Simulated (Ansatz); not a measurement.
# ZnS: the cost of one run

Program: Ansatz 0.2.0, driven from Python. The levels of theory stand in the script. These are calculated values, not measurements.

The COD entry's cell or inner coordinates are ideal or old and differ from later refinements, so a difference from it is no clean test against experiment.

### 1 Starting point

Symmetry: F-43m, No. 216, cubic system. The conventional cell has a = 5.404 Å, b = 5.404 Å, c = 5.404 Å, α = 90.00°, β = 90.00°, γ = 90.00°. Zn (site symmetry -43m) is surrounded by 4 S at 2.34 Å. S (site symmetry -43m) is surrounded by 4 Zn at 2.34 Å.

zns.cif, read by the script:

```cif
data_ZnS
_cell_length_a 3.821205
_cell_length_b 3.821205
_cell_length_c 3.821205
_cell_angle_alpha 60.00000
_cell_angle_beta 60.00000
_cell_angle_gamma 60.00000
_symmetry_space_group_name_H-M 'P 1'
_symmetry_Int_Tables_number 1
loop_
_symmetry_equiv_pos_as_xyz
'x, y, z'
loop_
_atom_site_label
_atom_site_type_symbol
_atom_site_fract_x
_atom_site_fract_y
_atom_site_fract_z
Zn1 Zn    0.250000    0.250000    0.250000
S2 S    0.000000    0.000000    0.000000
```

### 2 Script

Contents of zns_ddh.py:

```python
"""Dielectric-dependent hybrid for ZnS."""

import ansatz as az
from ase.io import read
import numpy as np


def count_gap(report):
    # lowest empty less highest filled band, counting bands; zero where they overlap
    return max(report.get("gap_by_band_count_ev") or 0.0, 0.0)


def main() -> None:
    atoms = read("zns.cif")
    system = az.Crystal.from_ase(atoms)

    model = (
        system.calculation()
        .kpoints(4, 4, 4)  # the mesh must be finer for metals
        .occupations("fixed")
        .band_table()  # levels at the mesh points
    )
    semilocal = model.functional("pbesol").run().report
    hybrid = model.functional(exchange="pbesol", correlation="pbesol", exact_fraction="inverse_dielectric").run().report
    alpha = hybrid["hybrid"]["exact_exchange_fraction"]
    print(f"fraction of exact exchange {alpha:.4f}, so eps_inf = {1 / alpha:.2f}")
    print(f"gap by band count: {count_gap(semilocal):.3f} eV semilocal, {count_gap(hybrid):.3f} eV hybrid")


if __name__ == "__main__":
    main()
```

### 3 Running it

The run is started by

```sh
> python zns_ddh.py
```

What time and memory should one allow on 1 thread of Arm Neoverse V2, shared host?

About 19 s, with a peak of 0.74 GiB.
